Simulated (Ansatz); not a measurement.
HfS2: pressure against volume

HfS2, P-3m1, a = 3.547 Å, c = 5.578 Å. Ansatz: PBEsol+D3(BJ), PAW, 420 eV, Γ-centred 12×12×6 mesh on 3 atoms, Gaussian smearing 0.02 eV; no spin polarisation. Shape and atoms are relaxed at each volume; pressure is positive in compression.

| V (Å³/atom) | P (GPa) |
| --- | --- |
| 17.831 | ? |
| 18.438 | 5.86 |
| 19.046 | 3.43 |
| 19.654 | 1.48 |
| 20.262 | 0.00 |
| 20.870 | -1.12 |
| 21.478 | -1.89 |
| 22.288 | -2.45 |

Q: Take V0 = 20.262 Å³/atom, fit the third-order Birch–Murnaghan form to the other rows, and predict the missing pressure.

A: With the Eulerian strain f = ½[(V0/V)^(2/3) − 1] and y = P/[3f(1 + 2f)^(5/2)], the form is the line y = B0 + 1.5 B0 (B0′ − 4) f. Rows (f, y): 0.03245, 51.4; 0.02106, 49.0; 0.01026, 45.7; -0.00976, 40.2; -0.01905, 36.4; -0.03078, 31.1. Means f = 0.0006967, y = 42.300; Σ(Δf)² = 0.003004, ΣΔfΔy = 0.9489; the slope is their ratio. y = 42.08 + 315.8 f GPa, so B0 = 42.1 GPa and B0′ = 4 + 2 × (315.8)/(3 × 42.08) = 9.00. At V = 17.831, f = 0.04447, y = 56.12 and P = 9.26 GPa. The run gave 8.67 GPa, so the fit is 0.59 GPa too high, 5.3 % of the span of the series, against an rms of 0.06 GPa on the fitted rows. The row lies outside the fitted range. The points of y bend away from a line: a fourth-order term fitted to them gives P = 8.78 GPa at this row's volume (the line 9.26, the run 8.67). A B0′ outside 2 to 8 is unusual except in layered or molecular crystals, and here it hangs on few rows.

Where the gap has closed, the smearing of 0.02 eV or less is narrow for a metal on this mesh. Spin–orbit coupling is left out, which can shift energies with elements as heavy as these.

Cost: 8 runs of about 4 core-minutes in all, on Arm Neoverse V2 (shared hosts).